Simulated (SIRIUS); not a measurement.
The system is TiAl.

```xyz
2
Lattice="3.1791 0.0000 0.0000 0.0000 3.1791 0.0000 0.0000 0.0000 3.1791" Properties=species:S:1:pos:R:3 pbc="T T T"
Ti    0.0000    0.0000    0.0000
Al    1.5895    1.5895    1.5895
```

The cell comes from a database or a generator and needn't be the stable form of this composition.

- Program: SIRIUS 7.12.0
- Task: single point
- Functional: PBEsol
- Potentials or basis: PseudoDojo 0.4.1 PBEsol standard (scalar relativistic)
- Cutoff: 1152 eV
- Density cutoff: 4606 eV
- k mesh: 8 × 8 × 8
- Occupations: fermi-dirac, width 0.05 eV
- Spin: no spin polarisation

On this cell: pressure -2.4 GPa; largest force zero by symmetry; band gap on the k mesh none (metal or under the smearing width).

The same run follows on a disturbed copy (atoms moved at random, drawn with an rms of 0.05 Å):

```
Ti Al
1.0
     3.17906    0.00000    0.00000
     0.00000    3.17906    0.00000
     0.00000    0.00000    3.17906
Ti Al
1 1
Cartesian
  -0.0036 0.0241 0.0054
  1.6191 1.6101 1.5915
```

**Question.** What does the disturbed cell give?

**Answer.** The energy (extrapolated to zero smearing) moves by +1.8 meV/atom; pressure -2.4 GPa; largest force 0.210 eV/Å; band gap on the k mesh none (metal or under the smearing width).

Forces in eV/Å, atoms in the order of the input:
```
Ti   0.207 -0.022 -0.022
Al  -0.207  0.022  0.022
```
